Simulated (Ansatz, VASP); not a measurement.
Two plane-wave programs on Al

```xyz
1
Lattice="0.0000 1.9914 2.1507 1.9914 0.0000 2.1507 1.9914 1.9914 0.0000" Properties=species:S:1:pos:R:3 pbc="T T T"
Al    0.0000    0.0000    0.0000
```

Change from the starting cell: strain +0.000 along x and y, +0.080 along z, atoms carried along.

Alike in both runs: task single point; functional PBE; dispersion D3(BJ); k mesh 26 × 26 × 26; occupations gaussian, width 0.15 eV; no spin polarisation.

|  | VASP | Ansatz |
| --- | --- | --- |
| version | VASP 6.6.1 | Ansatz 0.2.0 |
| potentials or method | VASP PAW PBE potentials, release 64 (Al) | scalar-relativistic, plane waves, PAW |
| plane-wave cutoff (eV) | 520 | 420 |
| valence electrons in the cell | 3 | 3 |

```tsv
	VASP	Ansatz	Ansatz less VASP
gap on the k mesh at the Fermi level (eV)	none	none	-
pressure (GPa)	-5.3	-5.2	+0.04
largest component of the traceless stress (GPa)	2.47	2.49	+0.012
```

A gap of «none» marks a metal or a gap that the smearing closes.

Caveats: pairwise dispersion overbinds metals, which lowers pressure and volume.
